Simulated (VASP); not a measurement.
Crystal: GaSb.

```
Sb Ga
1.0
     0.00000    3.05900    3.05900
     3.05900    0.00000    3.05900
     3.05900    3.05900    0.00000
Sb Ga
1 1
Direct
  0.75000 0.75000 0.75000
  0.00000 0.00000 0.00000
```

Base run:

| Property | Result |
| --- | --- |
| Program | VASP 6.6.1 |
| Functional | PW91 |
| Potentials or basis | VASP PAW PBE potentials, release 64 (Sb, Ga_d) |
| Cutoff | 520 eV |
| k mesh | 8 × 8 × 8 |
| Occupations | fermi-dirac, width 0.05 eV |
| Spin | no spin polarisation |

Its results: pressure 2.4 GPa.

Question: The run is repeated on the same cell with these changes: functional from PW91 to revPBE. What comes out?

Answer: Pressure 3.5 GPa.

revPBE binds less tightly than PW91, so the same cell stands under more pressure.

Caveats: the PAW data sets were made with another functional, which shifts forces and pressure a little.

Not every run made on this cell is shown here.
